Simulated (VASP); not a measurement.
Here is a VASP 6.6.1 calculation.

Contents of INCAR:

```
PREC = Accurate
ENCUT = 520
EDIFF = 1E-7
ISMEAR = 0
SIGMA = 0.02
LREAL = F
LASPH = T
NELM = 60
ALGO = Normal
ISIF = 2
LWAVE = F
LCHARG = F
GGA = PS
```

File KPOINTS:

```
Automatic mesh
0
Gamma
  10 10 10
```

POSCAR

```
LiH
1.0
    0.0000000000      2.0086193900      2.0086193900
    2.0086193900      0.0000000000      2.0086193900
    2.0086193900      2.0086193900      0.0000000000
Li H
1 1
Direct
    0.0000000000      0.0000000000      0.0000000000
    0.5000000000      0.5000000000      0.5000000000
```

Potentials or basis: VASP PAW PBE potentials, release 64 (Li_sv, H).

The run is started by

```bash
$ cat potpaw_PBE.64/Li_sv/POTCAR potpaw_PBE.64/H/POTCAR > POTCAR
$ mpirun -np 1 vasp_std > vasp.out
```

**Question.** Estimate the band gap on the k mesh.

**Answer.** 2.75 eV, direct.

 Expect the measured gap to be larger: semilocal functionals such as PBEsol lack the derivative discontinuity.
